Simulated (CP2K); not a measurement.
The system is Nb.

```xyz
1
Lattice="2.8820 0.0000 0.0000 -0.9607 2.7172 0.0000 -0.9607 -1.3586 2.3532" Properties=species:S:1:pos:R:3 pbc="T T T"
Nb    0.0000    0.0000    0.0000
```

Base run:

- Program: CP2K 2026.2
- Functional: r2SCAN
- Potentials or basis: POTENTIAL_UZH Nb GTH-PBE-q13; TZVP-MOLOPT-PBE-GTH basis
- Density cutoff: 9184 eV
- k mesh: 11 × 11 × 11
- Occupations: fermi-dirac, width 0.05 eV
- Spin: no spin polarisation

Its results: band gap on the k mesh none (metal or under the smearing width); pressure -2.2 GPa.

Task: The run is repeated on the same cell with these changes: functional from r2SCAN to vdW-DF2. What comes out?

Result: Band gap on the k mesh none (metal or under the smearing width); pressure 9.1 GPa.

Caveats: the potentials were made for another functional, which shifts forces and pressure; the basis of atomic orbitals isn't converged, which shifts pressures, moduli and gaps.
